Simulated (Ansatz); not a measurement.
A run of Ansatz 0.2.0:

The input input.yaml:

```yaml
crystal:
  lattice:
    - [0.0, 2.702, 2.702]
    - [2.702, 0.0, 2.702]
    - [2.702, 2.702, 0.0]
  atoms:
    - { symbol: Zn, position: [0.75, 0.75, 0.75] }
    - { symbol: S, position: [0.0, 0.0, 0.0] }
hamiltonian:
  xc: { exchange: pbe, correlation: pbe, exx: { coeff: 0.25, omega: 0.3 } }
  pseudopotentials: { kind: paw }
kpoints:
  mp_grid: { grid: [5, 5, 5] }
  band_path:
    path:
      - [[0.0, 0.0, 0.0], [0.5, 0.0, 0.5], [0.5, 0.25, 0.75], [0.375, 0.375, 0.75], [0.0, 0.0, 0.0], [0.5, 0.5, 0.5], [0.625, 0.25, 0.625], [0.5, 0.25, 0.75], [0.5, 0.5, 0.5], [0.375, 0.375, 0.75]]
      - [[0.625, 0.25, 0.625], [0.5, 0.0, 0.5]]
    npoints: 4
scf:
  occupations: { method: fermi_dirac, width: 0.05 }
  n_extra_bands: 6
output:
  forces: true
  stress: true
  eigenvalues: true
  fatbands: false
```

Potentials or basis: Ansatz PAW.

Run with:

```bash
$ ansatz run input.yaml --threads 2 --pin off --max-ram 5632MiB --backend cpu --events-out ev --progress --plain --runs-dir out
```

Hardware: 2 threads of Intel(R) Xeon(R) Processor @ 2.70GHz, on a shared host.

**Question.** How long does it take, and how much memory?

**Answer.** It took 2.8 min on 2 threads of Intel(R) Xeon(R) Processor @ 2.70GHz, on a shared host, peak memory 0.8 GiB. Counts: scf iterations 14, plane waves 749, k points 10, bands 15.
